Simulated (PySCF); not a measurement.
Fill in the blanks.

Species: propionaldehyde, C₃H₆O.
SMILES with atom numbers: `[CH3:1][CH2:2][CH:3]=[O:4]` (hydrogens: H5, H6, H7 on C1; H8, H9 on C2; H10 on C3)

Cartesian coordinates in Å at the GFN2-xTB level; atoms count from 1:
```xyz
10
C3H6O angstrom
C     -1.056    0.509   -0.093
C      0.021   -0.562   -0.186
C      1.357   -0.084    0.305
O      1.600    1.009    0.727
H     -2.008    0.128   -0.453
H     -0.776    1.375   -0.688
H     -1.173    0.833    0.938
H     -0.251   -1.443    0.402
H      0.151   -0.899   -1.219
H      2.145   -0.863    0.245
```

| property | level | value |
| --- | --- | --- |
| point group of the GFN2-xTB geometry | GFN2-xTB | Cs |
| rotational constants A, B, C of the GFN2-xTB geometry | GFN2-xTB | ? |
| dipole moment | CAM-B3LYP/def2-SVPD | ? |
| HOMO energy | CAM-B3LYP/def2-SVPD | ? |
| LUMO energy | CAM-B3LYP/def2-SVPD | 0.53 eV |
| lowest singlet excitation | TDDFT CAM-B3LYP/def2-SVPD | 4.41 eV (281 nm, f = 0.000) |
| strongest line among the 8 lowest singlet transitions | TDDFT CAM-B3LYP/def2-SVPD | S7 at 8.73 eV (142 nm, f = 0.121) |
| lowest triplet excitation (Tamm–Dancoff) | TDA CAM-B3LYP/def2-SVPD | 3.80 eV |
| static isotropic polarisability | CAM-B3LYP/def2-SVPD | ? |
| electronic spatial extent ⟨r²⟩ about the centre of nuclear charge | CAM-B3LYP/def2-SVPD | 301 bohr² |
| 13C chemical shifts (computed TMS as zero) by class | GIAO PBE0/pcSseg-1 | 205.9 (C3), 43.0 (C2), 7.7 (C1) ppm |
| 1H chemical shifts (computed TMS as zero) by class | GIAO PBE0/pcSseg-1 | 10.19 (H10), 2.43 (H8/H9), 1.08 (H5/H6/H7) ppm |
| isotropic shieldings of nuclei other than C and H, by class | GIAO PBE0/pcSseg-1 | -354 (O4) ppm |
| largest of the computed one-bond spin–spin couplings (means over like bonds) | B3LYP/pcJ-1, spin–dipole term left out | 13C–1H +170.0 (C3–H10), 13C–1H +134.4 (C1–H5 and 2 like it), 13C–1H +131.8 (C2–H8 and 1 like it), 13C–13C +40.4 (C2–C3), 13C–13C +35.1 (C1–C2), 17O–13C +32.9 (O4–C3) Hz |
| core binding energies | ΔSCF SCAN, pcX-2 on the ionised atom, pcseg-1 elsewhere, spin-free X2C | C1s 290.8 (C1), C1s 291.2 (C2), C1s 293.6 (C3), O1s 538.3 (O4) eV |

Gas-phase values; electronic properties from PySCF, density fitting. One conformer (not necessarily the lowest) at the GFN2-xTB geometry, without solvent or vibrations. NMR classes are plain means over equivalent atoms (diastereotopic ones count apart unless rotation or inversion swaps them), as if these changed places fast; in this geometry the members of some classes differ.

Q: Give the static isotropic polarisability.

A: 40.6 au.

Q: What is the HOMO energy?

A: -9.00 eV.

Q: What are the rotational constants A, B, C of the GFN2-xTB geometry?

A: 16.836, 5.956, 4.652 GHz.

Q: What is the dipole moment?

A: 2.85 D.

The dipole matches unit charges of opposite sign 0.59 Å apart (1 e·Å = 4.8032 D). The principal polarisabilities are 33.4, 43.8 and 44.7 au; their mean is the isotropic value. In wavenumbers S1 is 35500 cm⁻¹ (1 eV = 8065.54 cm⁻¹). The vertical singlet–triplet gap S1 − T1 is 0.61 eV (TDDFT singlet less Tamm–Dancoff triplet; S1: HOMO→LUMO, weight 0.98; T1: HOMO→LUMO, weight 0.98). The largest Löwdin shares of the HOMO are 0.58 on O4, 0.17 on C3, 0.11 on C2 and 0.10 on H10. With B = h/(8π²I), that is 505.379 GHz u Å² over I, the principal moments of inertia are 30.0, 84.8 and 108.6 u Å² (most abundant isotopes).

For the spin–spin coupling job (B3LYP/pcJ-1), time: 5.8 s. Hardware: one thread, x86-64 server, shared host.
